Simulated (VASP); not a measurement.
# Tc (P6_3/mmc) in VASP: notebook

One crystal, Tc, is run at these levels: PBE; tasks: single point.

Program: VASP 6.6.1. These are calculated values, not measurements. Logs are shortened: lines on timing, memory, paths and dates and some standing lists are left out, and cuts for length are marked.

### Step 1. The structure

Symmetry: P6_3/mmc, No. 194, hexagonal system. Conventional cell: a = 2.740 Å, b = 2.740 Å, c = 4.398 Å, α = 90.00°, β = 90.00°, γ = 120.00°. Tc (site symmetry -6m2) has 12 Tc at 2.71 to 2.74 Å as nearest neighbours.

### Step 2. Single point, PBE

Input file INCAR:

```
SYSTEM = Tc
PREC     = Accurate       ! precision mode
ENCUT    = 900            ! plane-wave cutoff, eV
EDIFF    = 1E-6           ! SCF threshold, eV
ISMEAR   = 0              ! smearing method
SIGMA    = 0.1            ! smearing width, eV
LREAL    = .False.        ! projectors in reciprocal space
LASPH    = .True.         ! aspherical terms in the spheres
NELM     = 100            ! most SCF steps
ALGO     = Normal         ! electronic algorithm
ISIF     = 2              ! what is computed and relaxed
LWAVE    = .False.        ! write WAVECAR
LCHARG   = .False.        ! write CHGCAR
GGA      = PE             ! functional
ADDGRID  = .False.
```

Input file KPOINTS:

```
regular mesh
0
Gamma
  5 5 3
  0 0 0
```

Input file POSCAR:

```
Tc
1.0
    2.7400000000      0.0000000000      0.0000000000
   -1.3700000000      2.3729096064      0.0000000000
    0.0000000000      0.0000000000      4.3980000000
Tc
2
Direct
    0.6666666667      0.3333333333      0.7500000000
    0.3333333333      0.6666666667      0.2500000000
```

Potentials or basis: VASP PAW PBE potentials, release 64 (Tc_pv).

On the command line:

```console
> cat potpaw_PBE.64/Tc_pv/POTCAR > POTCAR
> mpirun -np 1 vasp_std > vasp.out
```

OUTCAR:

```text
SYSTEM = Tc
   PREC = Accurate
   ENCUT = 900
   EDIFF = 1E-6
   ISMEAR = 0
   LREAL = .False.
   LASPH = .True.
   NELM = 100
   ISIF = 2
   GGA = PE

 Found     10 irreducible k-points:

 Following reciprocal coordinates:
            Coordinates               Weight
  0.000000  0.000000  0.000000      1.000000
  0.200000 -0.000000  0.000000      6.000000
  0.400000 -0.000000  0.000000      6.000000
  0.200000  0.200000  0.000000      6.000000
  0.400000  0.200000  0.000000      6.000000
  0.000000  0.000000  0.333333      2.000000
   k-points           NKPTS =     10   k-points in BZ     NKDIM =     10   number of bands    NBANDS=     17
   number of dos      NEDOS =    301   number of ions     NIONS =      2
   total plane-waves  NPLWV =  37632
   dimension x,y,z NGX =    28 NGY =   28 NGZ =   48
   dimension x,y,z NGXF=    56 NGYF=   56 NGZF=   96
   ions per type =               2
   NGX,Y,Z   is equivalent  to a cutoff of  16.99, 16.99, 18.14 a.u.
   NGXF,Y,Z  is equivalent  to a cutoff of  33.98, 33.98, 36.29 a.u.
 SYSTEM =  Tc
   PREC   = accura    normal or accurate (medium, high low for compatibility)
   ISTART =      0    job   : 0-new  1-cont  2-samecut
   ICHARG =      2    charge: 1-file 2-atom 10-const
   ISPIN  =      1    spin polarized calculation?
   LNONCOLLINEAR =      F non collinear calculations
   LSORBIT =      F    spin-orbit coupling
   LASPH  =      T    aspherical Exc in radial PAW
   ENCUT  =  900.0 eV  66.15 Ry    8.13 a.u.   6.70  6.70 10.76*2*pi/ulx,y,z
   NELM   =    100;   NELMIN=  2; NELMDL= -5     # of ELM steps
   EDIFF  = 0.1E-05   stopping-criterion for ELM
   LREAL  =      F    real-space projection
   EDIFFG = 0.1E-04   stopping-criterion for IOM
   NSW    =      0    number of steps for IOM
   IBRION =     -1    ionic relax: 0-MD 1-quasi-New 2-CG
   NFREE  =      0    steps in history (QN), initial steepest desc. (CG)
   ISIF   =      2    stress and relaxation
   ISYM   =      2    0-nonsym 1-usesym 2-fastsym
   POTIM  = 0.5000    time-step for ionic-motion
   TEBEG  =    0.0;   TEEND  =   0.0 temperature during run
   PSTRESS=    0.0 pullay stress
   NELECT =      26.0000    total number of electrons
   NUPDOWN=      -1.0000    fix difference up-down
   EMIN   =  10.00;   EMAX   =-10.00  energy-range for DOS
   EFERMI =   0.00;   METHOD = LEGACY
   ISMEAR =     0;   SIGMA  =   0.10  broadening in eV -4-tet -1-fermi 0-gaus
   EFERMI_NEDOS =   21; number of points for ismear=-14 and -15
   IALGO  =     38    algorithm
   IMIX   =      4    mixing-type and parameters
     AMIX     =   0.40;   BMIX     =  1.00
     AMIX_MAG =   1.60;   BMIX_MAG =  1.00
  volume/ion in A,a.u.               =      14.30        96.48
  Fermi-wavevector in a.u.,A,eV,Ry     =   1.586002  2.997108 34.224109  2.515401
  Thomas-Fermi vector in A             =   2.685380
   LORBIT       =      0    0 simple, 1 ext, 2 COOP (PROOUT), +10 PAW based schemes
   GGA     = PE    functional components
   LHFCALC =     F    Hartree Fock is set to
   AEXX    =    0.0000 exact exchange contribution
   IVDW    =     0    specifies the selected vdW correction
   LEPSILON=     F    determine dielectric tensor
   LRPA    =     F    only Hartree local field effects (RPA)
 non-spin polarized calculation
 Gauss-broadening in eV      SIGMA  =   0.10
  energy-cutoff  :      900.00
  volume of cell :       28.59
 maximum number of plane-waves:      1785
 NGX is ok and might be reduce to    28
   NGX = 13   NGY = 13   NGZ = 21

 number of electron      26.0000000 magnetization

 Free energy of the ion-electron system (eV)
  ---------------------------------------------------
  ext. energy  EPLUGINS =         0.00000000
  ---------------------------------------------------
  free energy    TOTEN  =       -20.82666426 eV

  energy without entropy =      -20.81995525  energy(sigma->0) =      -20.82330975

 E-fermi :  12.5198     XC(G=0): -13.8030

 val. band max:       12.5063279597   @ k =   0.2000  -0.0000   0.0000
 cond. band min:      12.5462720119   @ k =   0.0000   0.0000   0.0000
 fundamental gap:      0.0399440522
 Fermi energy:        12.5198223439

 k-point     1 :       0.0000    0.0000    0.0000
  band No.  band energies     occupation
      1     -26.7846      2.00000
      2     -25.6887      2.00000
      3     -25.6887      2.00000
      4     -25.5033      2.00000
      5     -25.5033      2.00000
      6     -25.4535      2.00000
      7       5.3451      2.00000
      8       7.2368      2.00000
      9      11.1026      2.00000
     10      11.1026      2.00000
     11      11.1741      2.00000
     12      11.8184      2.00000
     13      11.8184      2.00000
     14      12.5463      0.70836
     15      12.5463      0.70836
     16      14.3350      0.00000
     17      15.1967      0.00000

 k-point     2 :       0.2000   -0.0000    0.0000
  band No.  band energies     occupation
      1     -26.6307      2.00000
      2     -26.0184      2.00000
      3     -25.8363      2.00000
      4     -25.7922      2.00000
      5     -25.5524      2.00000
      6     -25.5227      2.00000
      7       6.6764      2.00000
      8       8.1042      2.00000
      9       9.9701      2.00000
     10      10.4541      2.00000
     11      11.2269      2.00000
     12      11.7795      2.00000
     13      12.3377      1.99001
     14      12.3678      1.96849
     15      12.5063      1.15135
     16      12.9604      0.00000
     17      15.6236      0.00000

 k-point     3 :       0.4000   -0.0000    0.0000
  band No.  band energies     occupation
      1     -26.5458      2.00000
      2     -26.3336      2.00000
      3     -26.2980      2.00000
      4     -25.9467      2.00000
      5     -25.7169      2.00000
      6     -25.6411      2.00000
      7       7.4576      2.00000
      8       8.0813      2.00000
      9       8.2383      2.00000
     10      10.8993      2.00000
     11      11.1998      2.00000
     12      11.6252      2.00000
     13      11.9184      2.00000
     14      15.0063      0.00000
     15      15.4079      0.00000
     16      15.9358      0.00000
     17      15.9471      0.00000

 k-point     4 :       0.2000    0.2000    0.0000
  band No.  band energies     occupation
      1     -26.3787      2.00000
      2     -26.3001      2.00000
      3     -26.2769      2.00000
      4     -25.9233      2.00000
      5     -25.7401      2.00000
      6     -25.6626      2.00000
      7       8.4721      2.00000
      8       8.7793      2.00000
      9       8.9187      2.00000
     10       9.1151      2.00000
     11      10.6326      2.00000
     12      11.4795      2.00000
     13      12.0123      2.00000
     14      13.2247      0.00000
     15      14.7295      0.00000
     16      15.5977      0.00000
     17      15.8613      0.00000

 k-point     5 :       0.4000    0.2000    0.0000
  band No.  band energies     occupation
      1     -26.5355      2.00000
      2     -26.3217      2.00000
      3     -26.1464      2.00000
      4     -26.1192      2.00000
      5     -25.8709      2.00000
      6     -25.8521      2.00000
      7       7.9470      2.00000
      8       8.3569      2.00000
      9       8.8808      2.00000
     10      10.5879      2.00000
     11      10.5885      2.00000
     12      11.2190      2.00000
     13      12.3342      1.99135
     14      14.9528      0.00000
     15      15.4834      0.00000
     16      15.5278      0.00000
     17      19.1341      0.00000

 k-point     6 :       0.0000    0.0000    0.3333
  band No.  band energies     occupation
      1     -26.4677      2.00000
      2     -25.8032      2.00000
      3     -25.6427      2.00000
      4     -25.6427      2.00000
      5     -25.5500      2.00000
      6     -25.5500      2.00000
      7       6.4414      2.00000
      8       7.4785      2.00000
      9      10.7088      2.00000
     10      10.8654      2.00000
     11      10.8654      2.00000
     12      11.2827      2.00000
     13      11.2827      2.00000
     14      11.8800      2.00000
     15      13.7220      0.00000
     16      13.7220      0.00000
     17      15.0489      0.00000

 [... further k-points ...]
[... 5 lines left out ...]
  --------------------------------------------------------------------------------------
  -------------------------------------------------------------------------------------
  Total        0.3769878      0.3769878     -0.0916909      0.0000000      0.0000000     -0.0000000
  in kB       21.1227693     21.1227693     -5.1374745      0.0000000      0.0000000     -0.0000000
  external PRESSURE =      12.3693547 kB  Pullay stress =       0.0000000 kB

 VOLUME and BASIS-vectors are now :
 -----------------------------------------------------------------------------
  energy-cutoff  :      900.00
  volume of cell :       28.59
      direct lattice vectors                 reciprocal lattice vectors
     2.740000000  0.000000000  0.000000000     0.364963504  0.210711777  0.000000000
    -1.370000000  2.372909606  0.000000000     0.000000000  0.421423554  0.000000000
     0.000000000  0.000000000  4.398000000     0.000000000  0.000000000  0.227376080

 POSITION                                       TOTAL-FORCE (eV/Angst)
 -----------------------------------------------------------------------------------
      1.37000      0.79097      3.29850        -0.000000      0.000000      0.000000
     -0.00000      1.58194      1.09950         0.000000     -0.000000      0.000000
 -----------------------------------------------------------------------------------
    total drift:                               -0.000000      0.000000     -0.000000

  FREE ENERGIE OF THE ION-ELECTRON SYSTEM (eV)
  ---------------------------------------------------
  free  energy   TOTEN  =       -20.8266642577 eV

  energy  without entropy=      -20.8199552466  energy(sigma->0) =      -20.82330975
```

It took 21 s on 1 thread of AMD EPYC 7R43 (Zen 3), shared host; peak memory 0.15 GiB.

The run converged, but some of its settings lie outside the range that counts as converged, so its numbers aren't taken as properties of the crystal.

What came out:

| Property | Result |
| --- | --- |
| Free energy | -20.8267 eV |
| Pressure | 1.2 GPa |
| Band gap on the k mesh | none (metal or under the smearing width) |

Caveat: the k mesh is coarse (spacing up to 0.53 Å⁻¹), so the values aren't converged.

### Step 3. Single point, PBE

Edit INCAR of step 2 so:

```diff
@@ -2,3 +2,3 @@
 PREC     = Accurate       ! precision mode
-ENCUT    = 900            ! plane-wave cutoff, eV
+ENCUT    = 550            ! plane-wave cutoff, eV
 EDIFF    = 1E-6           ! SCF threshold, eV
```

Input file KPOINTS:

```
regular mesh
0
Gamma
  7 7 4
  0 0 0
```

POSCAR is that of step 2.

Potentials or basis: VASP PAW PBE potentials, release 64 (Tc_pv).

On the command line:

```console
> cat potpaw_PBE.64/Tc_pv/POTCAR > POTCAR
> mpirun -np 1 vasp_std > vasp.out
```

Run time: 20 s. Hardware: 1 thread of AMD EPYC 7R43 (Zen 3), shared host; peak memory 0.12 GiB.

The run converged, but some of its settings lie outside the range that counts as converged, so its numbers aren't taken as properties of the crystal.

Results:

```yaml
Free_energy: -20.7054 eV
Pressure: 2.5 GPa
Band_gap_on_the_k_mesh: none (metal or under the smearing width)
```

Caveat: the k mesh is coarse (spacing up to 0.38 Å⁻¹), so the values aren't converged.

### Step 4. Single point, PBE

Edit INCAR of step 3 so:

```diff
@@ -2,3 +2,3 @@
 PREC     = Accurate       ! precision mode
-ENCUT    = 550            ! plane-wave cutoff, eV
+ENCUT    = 250            ! plane-wave cutoff, eV
 EDIFF    = 1E-6           ! SCF threshold, eV
```

Input file KPOINTS:

```
regular mesh
0
Gamma
  12 12 6
  0 0 0
```

POSCAR is that of step 3.

On the command line:

```console
> cat potpaw_PBE.64/Tc_pv/POTCAR > POTCAR
> mpirun -np 1 vasp_std > vasp.out
```

Wall time 16 s (1 thread of AMD EPYC 7R43 (Zen 3), shared host); peak memory 0.08 GiB.

The run converged, but a check on its numbers failed (symmetry, net force, bounds or a known fault of this set-up), so they aren't taken as properties of the crystal.

Caveat: the cutoff lies under the usual one of these potentials, so the numbers hold a large basis-set error.

### Step 5. Single point, PBE

Edit INCAR of step 4 so:

```diff
@@ -2,3 +2,3 @@
 PREC     = Accurate       ! precision mode
-ENCUT    = 250            ! plane-wave cutoff, eV
+ENCUT    = 350            ! plane-wave cutoff, eV
 EDIFF    = 1E-6           ! SCF threshold, eV
```

KPOINTS is that of step 4.

POSCAR is that of step 4.

Potentials or basis: VASP PAW PBE potentials, release 64 (Tc_pv).

On the command line:

```console
> cat potpaw_PBE.64/Tc_pv/POTCAR > POTCAR
> mpirun -np 1 vasp_std > vasp.out
```

OUTCAR:

```text
SYSTEM = Tc
   PREC = Accurate
   ENCUT = 350
   EDIFF = 1E-6
   ISMEAR = 0
   LREAL = .False.
   LASPH = .True.
   NELM = 100
   ISIF = 2
   GGA = PE

 Found     76 irreducible k-points:

 Following reciprocal coordinates:
            Coordinates               Weight
  0.000000  0.000000  0.000000      1.000000
  0.083333  0.000000  0.000000      6.000000
  0.166667 -0.000000  0.000000      6.000000
  0.250000 -0.000000  0.000000      6.000000
  0.333333 -0.000000  0.000000      6.000000
  0.416667  0.000000  0.000000      6.000000
   k-points           NKPTS =     76   k-points in BZ     NKDIM =     76   number of bands    NBANDS=     17
   number of dos      NEDOS =    301   number of ions     NIONS =      2
   total plane-waves  NPLWV =   9072
   dimension x,y,z NGX =    18 NGY =   18 NGZ =   28
   dimension x,y,z NGXF=    36 NGYF=   36 NGZF=   56
   ions per type =               2
   NGX,Y,Z   is equivalent  to a cutoff of  10.92, 10.92, 10.58 a.u.
   NGXF,Y,Z  is equivalent  to a cutoff of  21.84, 21.84, 21.17 a.u.
 SYSTEM =  Tc
   PREC   = accura    normal or accurate (medium, high low for compatibility)
   ISTART =      0    job   : 0-new  1-cont  2-samecut
   ICHARG =      2    charge: 1-file 2-atom 10-const
   ISPIN  =      1    spin polarized calculation?
   LNONCOLLINEAR =      F non collinear calculations
   LSORBIT =      F    spin-orbit coupling
   LASPH  =      T    aspherical Exc in radial PAW
   ENCUT  =  350.0 eV  25.72 Ry    5.07 a.u.   4.18  4.18  6.71*2*pi/ulx,y,z
   NELM   =    100;   NELMIN=  2; NELMDL= -5     # of ELM steps
[... 49 lines left out ...]

 E-fermi :  12.6616     XC(G=0): -13.8035

 val. band max:       12.6469769400   @ k =   0.1667   0.0833   0.1667
 cond. band min:      12.6837970323   @ k =   0.3333  -0.0000   0.5000
 fundamental gap:      0.0368200923
 Fermi energy:        12.6615649599

 k-point     1 :       0.0000    0.0000    0.0000
  band No.  band energies     occupation
      1     -26.7764      2.00000
      2     -25.6657      2.00000
      3     -25.6657      2.00000
      4     -25.4790      2.00000
      5     -25.4790      2.00000
      6     -25.4424      2.00000
[... 97 lines left out ...]
      4     -25.9312      2.00000
      5     -25.7244      2.00000
      6     -25.6221      2.00000
[... 9 lines left out ...]
     16      15.9666      0.00000
     17      16.3503      0.00000

 [... further k-points ...]
[... 5 lines left out ...]
  --------------------------------------------------------------------------------------
  -------------------------------------------------------------------------------------
  Total        0.2955183      0.2955183      0.1707795      0.0000000      0.0000000     -0.0000000
  in kB       16.5580017     16.5580017      9.5688398      0.0000000      0.0000000     -0.0000000
  external PRESSURE =      14.2282810 kB  Pullay stress =       0.0000000 kB

 VOLUME and BASIS-vectors are now :
 -----------------------------------------------------------------------------
  energy-cutoff  :      350.00
  volume of cell :       28.59
      direct lattice vectors                 reciprocal lattice vectors
     2.740000000  0.000000000  0.000000000     0.364963504  0.210711777  0.000000000
    -1.370000000  2.372909606  0.000000000     0.000000000  0.421423554  0.000000000
     0.000000000  0.000000000  4.398000000     0.000000000  0.000000000  0.227376080

 POSITION                                       TOTAL-FORCE (eV/Angst)
 -----------------------------------------------------------------------------------
      1.37000      0.79097      3.29850        -0.000000      0.000000      0.000000
     -0.00000      1.58194      1.09950         0.000000     -0.000000      0.000000
 -----------------------------------------------------------------------------------
    total drift:                               -0.000000      0.000000     -0.000000

  FREE ENERGIE OF THE ION-ELECTRON SYSTEM (eV)
  ---------------------------------------------------
  free  energy   TOTEN  =       -20.7059676512 eV

  energy  without entropy=      -20.6965312508  energy(sigma->0) =      -20.70124945
```

OSZICAR:

```text
N       E                     dE             d eps       ncg     rms          rms(c)
DAV:   1     0.255055745689E+03    0.25506E+03   -0.13762E+04  2680   0.119E+03
DAV:   2    -0.157808377180E+02   -0.27084E+03   -0.26819E+03  2864   0.393E+02
DAV:   3    -0.220825728193E+02   -0.63017E+01   -0.60957E+01  3113   0.698E+01
DAV:   4    -0.221428373842E+02   -0.60265E-01   -0.58709E-01  2793   0.629E+00
DAV:   5    -0.221432968631E+02   -0.45948E-03   -0.45946E-03  2867   0.566E-01    0.237E+01
DAV:   6    -0.208643445035E+02    0.12790E+01   -0.31036E+00  2750   0.174E+01    0.735E+00
DAV:   7    -0.207159870073E+02    0.14836E+00   -0.56012E-01  2936   0.665E+00    0.940E-01
DAV:   8    -0.207058717231E+02    0.10115E-01   -0.98263E-03  2644   0.105E+00    0.103E-01
DAV:   9    -0.207059718921E+02   -0.10017E-03   -0.19804E-04  3065   0.114E-01    0.180E-02
DAV:  10    -0.207059680400E+02    0.38521E-05   -0.12124E-05  2708   0.311E-02    0.120E-02
DAV:  11    -0.207059676512E+02    0.38877E-06   -0.19342E-06  1435   0.138E-02
   1 F= -.20705968E+02 E0= -.20701249E+02  d E =-.943640E-02
```

Wall time 21 s (1 thread of AMD EPYC 7R43 (Zen 3), shared host); peak memory 0.1 GiB.

These settings aren't checked as converged: the numbers below hold their error.

What came out:

| Property | Result |
| --- | --- |
| Free energy | -20.7060 eV |
| Pressure | 1.4 GPa |
| Band gap on the k mesh | none (metal or under the smearing width) |

### Step 6. Single point, PBE

Edit INCAR of step 5 so:

```diff
@@ -2,3 +2,3 @@
 PREC     = Accurate       ! precision mode
-ENCUT    = 350            ! plane-wave cutoff, eV
+ENCUT    = 400            ! plane-wave cutoff, eV
 EDIFF    = 1E-6           ! SCF threshold, eV
```

KPOINTS is that of step 5.

POSCAR is that of step 5.

Potentials or basis: VASP PAW PBE potentials, release 64 (Tc_pv).

On the command line:

```console
> cat potpaw_PBE.64/Tc_pv/POTCAR > POTCAR
> mpirun -np 1 vasp_std > vasp.out
```

It took 24 s on 1 thread of AMD EPYC 7R43 (Zen 3), shared host; peak memory 0.1 GiB.

These settings aren't checked as converged: the numbers below hold their error.

What came out:

- Free energy: -20.7009 eV
- Pressure: 1.1 GPa
- Band gap on the k mesh: none (metal or under the smearing width)

### Step 7. The reference run

An earlier run on the cell as given: functional PBE; potentials or basis VASP PAW PBE potentials, release 64 (Tc_pv); cutoff 520 eV; k mesh 11 × 11 × 6; occupations fermi-dirac, width 0.05 eV; no spin polarisation.

- Pressure: 2.3 GPa
- Band gap on the k mesh: none (metal or under the smearing width)
